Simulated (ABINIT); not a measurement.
# AlAu (Pm-3m) in ABINIT: phonons with PBEsol

Aim: the phonons of AlAu with PBEsol.

Program: ABINIT 10.8.3 (patched build). These are calculated values, not measurements. Logs are shortened: lines on timing, memory, paths and dates and some standing lists are left out, and cuts for length are marked. The log counts tension as positive stress, the text compression.

## 1. The undisturbed crystal

The structure is cubic, space group Pm-3m (No. 221). Conventional cell: a = 3.224 Å, b = 3.224 Å, c = 3.224 Å, α = 90.00°, β = 90.00°, γ = 90.00°. Au (site symmetry m-3m) has 8 Al at 2.79 Å as nearest neighbours. Al (site symmetry m-3m) has 8 Au at 2.79 Å as nearest neighbours.

The cell comes from a database or a generator and needn't be the stable form of this composition.

## 2. Phonons, PBEsol (cell relaxed at zero pressure by an earlier run)

File run.abi:

```
# Datasets
ndtset 2

# Pseudopotentials
pp_dirpath "./"
pseudos "Au.upf, Al.upf"

# Structure
acell 3*1.0
rprim
     6.0036711607     0.0000000000     0.0000000000
     0.0000000000     6.0036711607     0.0000000000
     0.0000000000     0.0000000000     6.0036711607
ntypat 2
znucl 79 13
natom 2
typat 1 2
chkprim 0
chksymtnons 0
tolsym 1.0e-6
xred
            1/2            1/2            1/2
            0.0            0.0            0.0

# Plane-wave basis
ecut 38.0
ecutsm 0.5

# k points
ngkpt 10 10 10
nshiftk 1
shiftk 0.0 0.0 0.0

# Exchange and correlation
ixc -116133

# Bands and occupations
nband 19
occopt 4
tsmear 0.136 eV

# SCF cycle
nstep 80

# Output
prteig 0
prtebands 0
prtwf 0
prtden 0
prtpot 0

# Dataset 1: ground state
kptopt1 1
tolvrs1 1.0e-15
prtwf1 1
tolwfr1 1.0e-14
nbdbuf1 4
nline1 6

# Dataset 2: response at q = 0 to atomic displacements
rfphon2 1
rfatpol2 1 2
rfdir2 1 1 1
getwfk2 1
kptopt2 2
nqpt2 1
qpt2 0.0 0.0 0.0
tolvrs2 1.0e-8
```

File mrgddb.in:

```
merged_DDB
AlAu
2
runo_DS1_DDB
runo_DS2_DDB
```

File anaddb.abi:

```
ddb_filepath "merged_DDB"
output_file "anaddb.abo"
outdata_prefix "ana"
asr 1
chneut 0
dipdip 0
dieflag 0
enunit 0
eivec 1
nph1l 1
qph1l 0.0 0.0 0.0 1.0
```

Potentials or basis: PseudoDojo NC SR PBEsol v0.4.1 standard.

Run with:

```console
$ abinit run.abi > log 2>&1
$ mrgddb < mrgddb.in > mrgddb.log 2>&1
$ anaddb anaddb.abi > anaddb.log 2>&1
```

run.abo:

```text
.Version 10.8.3 of ABINIT
 DATASET    1 : space group Pm -3 m (#221); Bravais cP (primitive cubic)
================================================================================
 Values of the parameters that define the memory need for DATASET  1.
     intxc =       0    ionmov =       0      iscf =       7    lmnmax =       7
     lnmax =       7     mgfft =      36  mpssoang =       4    mqgrid =    3001
     natom =       2  nloc_mem =       1    nspden =       1   nspinor =       1
    nsppol =       1      nsym =      48    n1xccc =    2501    ntypat =       2
    occopt =       4   xclevel =       2
       mpw =        2441          nfft =       46656          nkpt =          56
================================================================================
================================================================================

 DATASET    2 : space group Pm -3 m (#221); Bravais cP (primitive cubic)
================================================================================
 Values of the parameters that define the memory need for DATASET  2 (RF).
     intxc =       0      iscf =       7    lmnmax =       7     lnmax =       7
     mgfft =      36  mpssoang =       4    mqgrid =    3001     natom =       2
  nloc_mem =       1    nspden =       1   nspinor =       1    nsppol =       1
      nsym =      48    n1xccc =    2501    ntypat =       2    occopt =       4
   xclevel =       2
      nfft =       46656          nkpt =         504
================================================================================
================================================================================

--------------------------------------------------------------------------------
------------- Echo of variables that govern the present computation ------------
--------------------------------------------------------------------------------
 -outvars: echo values of preprocessed input variables --------
            acell      1.0000000000E+00  1.0000000000E+00  1.0000000000E+00 Bohr
              amu      1.96966540E+02  2.69815390E+01
          chkprim           0
      chksymtnons           0
             ecut      3.80000000E+01 Hartree
           ecutsm      5.00000000E-01 Hartree
           getwfk1          0
           getwfk2          1
                       outvar_i_n : Printing only first  50 k-points.
              ixc     -116133
           jdtset        1    2
                       outvar_i_n : Printing only first  50 k-points.
           kptopt1          1
           kptopt2          2
         kptrlatt       10    0    0      0   10    0      0    0   10
          kptrlen      6.00367116E+01
            natom           2
            nband1         19
            nband2         19
           nbdbuf1          4
           nbdbuf2          2
           ndtset           2
            ngfft          36      36      36
             nkpt1         56
             nkpt2        504
            nline1          6
            nline2          4
             nqpt1          0
             nqpt2          1
            nstep          80
             nsym          48
           ntypat           2
                       prtocc : prtvol=0, do not print more k-points.
                       prtocc : prtvol=0, do not print more k-points.
           occopt           4
        optdriver1          0
        optdriver2          1
           prtden           0
        prtebands           0
           prteig           0
            prtwf1          1
            prtwf2          0
           rfphon1          0
           rfphon2          1
            rprim      6.0036711607E+00  0.0000000000E+00  0.0000000000E+00
                       0.0000000000E+00  6.0036711607E+00  0.0000000000E+00
                       0.0000000000E+00  0.0000000000E+00  6.0036711607E+00
          spgroup         221
           tolsym      1.00000000E-06
           tolvrs1     1.00000000E-15
           tolvrs2     1.00000000E-08
           tolwfr1     1.00000000E-14
           tolwfr2     0.00000000E+00
           tsmear      4.99790782E-03 Hartree
            typat      1  2
                       outvars : Printing only first  50 k-points.
           xangst      1.5885029789E+00  1.5885029789E+00  1.5885029789E+00
                       0.0000000000E+00  0.0000000000E+00  0.0000000000E+00
            xcart      3.0018355803E+00  3.0018355803E+00  3.0018355803E+00
[... 203 lines left out ...]
    2)    idir= 1    ipert=   2

================================================================================

 The perturbation idir=   2  ipert=   1 is
 symmetric of a previously calculated perturbation.
 So, its SCF calculation is not needed.
[... 9 lines left out ...]
 The perturbation idir=   3  ipert=   2 is
 symmetric of a previously calculated perturbation.
 So, its SCF calculation is not needed.

--------------------------------------------------------------------------------
 Perturbation wavevector (in red.coord.)   0.000000  0.000000  0.000000
 Perturbation : displacement of atom   1   along direction   1
 Found     8 symmetries that leave the perturbation invariant.
 symkpt : the number of k-points, thanks to the symmetries,
 is reduced to   126 .

--------------------------------------------------------------------------------

--------------------------------------------------------------------------------

 dfpt_looppert : total number of electrons, from k and k+q
  fully or partially occupied states are    2.200000E+01 and    2.200000E+01.
 Initialisation of the first-order wave-functions :
  ireadwf=   0

--- !BeginCycle
iteration_state: {dtset: 2, }
solver: {iscf: 7, nstep: 80, nline: 4, wfoptalg: 0, }
tolerances: {tolvrs: 1.00E-08, }
...

     iter   2DEtotal(Ha)        deltaE(Ha) residm    vres2
-ETOT  1   2.5475321068064     -4.742E+03 1.425E+01 5.571E+02
 ETOT  2  0.83514044648416     -1.712E+00 8.430E-02 1.374E+02
 ETOT  3  0.78745290105451     -4.769E-02 4.883E-03 5.432E-01
 ETOT  4  0.78719893838331     -2.540E-04 2.525E-04 1.616E-02
 ETOT  5  0.78718756493470     -1.137E-05 2.783E-05 3.229E-04
 ETOT  6  0.78718741105001     -1.539E-07 4.437E-06 1.056E-06
 ETOT  7  0.78718741062255     -4.275E-10 1.360E-06 1.450E-08
 ETOT  8  0.78718741071350      9.095E-11 9.406E-08 9.449E-09

 At SCF step    8       vres2   =  9.45E-09 < tolvrs=  1.00E-08 =>converged.
================================================================================

 ----iterations are completed or convergence reached----

 Mean square residual over all n,k,spin=   99.308E-12; max=  94.055E-09

 2DEtotal=    0.7871874107E+00 Ha. Also 2DEtotal=    0.214204606809E+02 eV
    (2DErelax=   -4.7436053153E+03 Ha. 2DEnonrelax=    4.7443925027E+03 Ha)
    (  non-var. 2DEtotal :    7.8719209483E-01 Ha)

--------------------------------------------------------------------------------
 Perturbation wavevector (in red.coord.)   0.000000  0.000000  0.000000
 Perturbation : displacement of atom   2   along direction   1
 Found     8 symmetries that leave the perturbation invariant.
 symkpt : the number of k-points, thanks to the symmetries,
 is reduced to   126 .

--------------------------------------------------------------------------------

--------------------------------------------------------------------------------

 dfpt_looppert : total number of electrons, from k and k+q
  fully or partially occupied states are    2.200000E+01 and    2.200000E+01.
 Initialisation of the first-order wave-functions :
  ireadwf=   0

--- !BeginCycle
iteration_state: {dtset: 2, }
solver: {iscf: 7, nstep: 80, nline: 4, wfoptalg: 0, }
tolerances: {tolvrs: 1.00E-08, }
...

     iter   2DEtotal(Ha)        deltaE(Ha) residm    vres2
-ETOT  1   1.0722927456632     -1.780E+01 2.650E+00 9.514E+02
 ETOT  2  0.81969375920242     -2.526E-01 2.238E-02 8.641E+01
 ETOT  3  0.78635568555718     -3.334E-02 3.192E-03 9.581E-01
 ETOT  4  0.78596512315947     -3.906E-04 4.885E-05 3.871E-03
 ETOT  5  0.78596297484682     -2.148E-06 1.327E-05 2.006E-05
 ETOT  6  0.78596296818355     -6.663E-09 3.367E-07 2.603E-07
 ETOT  7  0.78596296813502     -4.853E-11 7.612E-08 6.324E-08
 ETOT  8  0.78596296810904     -2.598E-11 9.537E-09 2.864E-09

 At SCF step    8       vres2   =  2.86E-09 < tolvrs=  1.00E-08 =>converged.
================================================================================

 ----iterations are completed or convergence reached----

 Mean square residual over all n,k,spin=   79.516E-13; max=  95.375E-10

 2DEtotal=    0.7859629681E+00 Ha. Also 2DEtotal=    0.213871419003E+02 eV
    (2DErelax=   -1.8083858544E+01 Ha. 2DEnonrelax=    1.8869821513E+01 Ha)
    (  non-var. 2DEtotal :    7.8596297875E-01 Ha)

================================================================================

 ---- first-order wavefunction calculations are completed ----

 ==> Compute Derivative Database <==

  Dynamical matrix, in cartesian coordinates,
   if specified in the inputs, asr has been imposed
     j1       j2             matrix element
  dir pert dir pert     real part    imaginary part

   1    1   1    1         0.0218078086         0.0000000000
   1    1   1    2        -0.0218078086         0.0000000000

   2    1   2    1         0.0218078086         0.0000000000
   2    1   2    2        -0.0218078086         0.0000000000
[... 10 lines left out ...]
   3    2   3    1        -0.0218077503         0.0000000000
   3    2   3    2         0.0218077503         0.0000000000

  Phonon wavevector (reduced coordinates) :  0.00000  0.00000  0.00000
 Phonon energies in Hartree :
   0.000000E+00  0.000000E+00  0.000000E+00  7.100183E-04  7.100183E-04
   7.100183E-04
 Phonon frequencies in cm-1    :
   0.000000E+00  0.000000E+00  0.000000E+00  1.558310E+02  1.558310E+02
   1.558310E+02

== END DATASET(S) ==============================================================
================================================================================

 -outvars: echo values of variables after computation  --------
            acell      1.0000000000E+00  1.0000000000E+00  1.0000000000E+00 Bohr
           etotal1    -1.4976309604E+02
           etotal2     7.8596296811E-01
            fcart1    -0.0000000000E+00 -0.0000000000E+00 -0.0000000000E+00
                      -0.0000000000E+00 -0.0000000000E+00 -0.0000000000E+00
            fcart2     0.0000000000E+00  0.0000000000E+00  0.0000000000E+00
                       0.0000000000E+00  0.0000000000E+00  0.0000000000E+00
            rprim      6.0036711607E+00  0.0000000000E+00  0.0000000000E+00
                       0.0000000000E+00  6.0036711607E+00  0.0000000000E+00
                       0.0000000000E+00  0.0000000000E+00  6.0036711607E+00
           strten1     1.1367522220E-05  1.1367522220E-05  1.1367522220E-05
                       0.0000000000E+00  0.0000000000E+00  0.0000000000E+00
           strten2     0.0000000000E+00  0.0000000000E+00  0.0000000000E+00
                       0.0000000000E+00  0.0000000000E+00  0.0000000000E+00
           xangst      1.5885029789E+00  1.5885029789E+00  1.5885029789E+00
                       0.0000000000E+00  0.0000000000E+00  0.0000000000E+00
             xred      5.0000000000E-01  5.0000000000E-01  5.0000000000E-01
                       0.0000000000E+00  0.0000000000E+00  0.0000000000E+00
 Calculation completed.
```

Run time: 5.2 min. Hardware: 1 thread of Arm Neoverse V2, shared host; peak memory 0.43 GiB.

Results:

```
Free energy                   : -4075.2615 eV
Pressure                      : -0.3 GPa
Band gap on the k mesh        : none (metal or under the smearing width)
Highest phonon frequency at Γ : 156 cm⁻¹
```

Phonon frequencies in cm⁻¹ (negative: imaginary):
| q point | frequencies |
| --- | --- |
| (0.000, 0.000, 0.000) | 0 0 0 156 156 156 |

Spin-orbit coupling is left out, which matters for the levels of Au.
